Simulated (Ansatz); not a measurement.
ZrB: relaxed-ion elastic tensor

Computed with Ansatz, DFT PBE, scalar-relativistic, plane waves, PAW. Plane waves to 420 eV; Γ-centred k mesh 12×12×12; Gaussian smearing of 0.10 eV. No spin polarisation.

Relaxed structure:
```
CELL_PARAMETERS angstrom
1.59624 0.92159 6.30208
-1.59624 0.92159 6.30208
0.00000 -1.84318 6.30208
ATOMIC_POSITIONS crystal
Zr 0.90909 0.90909 0.90909
Zr 0.09091 0.09091 0.09091
B 0.66636 0.66636 0.66636
B 0.33364 0.33364 0.33364
```

It was reached by relaxing an invented guess, and it needn't be the stable form of this composition. In a metal, frequencies and elastic constants depend on the k mesh and the smearing, soft modes and shear constants most.

Task: Give the relaxed-ion elastic constants (GPa, Voigt order xx yy zz yz xz xy, on the Cartesian axes of the cell above).

Result:
```
379.4  49.8  64.1  18.2   0.0   0.0
 49.8 379.4  64.1 -18.2   0.0   0.0
 64.1  64.1 272.1   0.0   0.0   0.0
 18.2 -18.2   0.0  46.8   0.0   0.0
  0.0   0.0   0.0   0.0  46.8  18.2
  0.0   0.0   0.0   0.0  18.2 164.8
```

Task: Is the crystal stable against homogeneous strain?

Result: Yes: the least eigenvalue of the tensor is 44.0 GPa.

Task: And the moduli of a polycrystal (Hill averages)?

Result: B = 153 GPa, G = 92 GPa, E = 230 GPa, ν = 0.25.
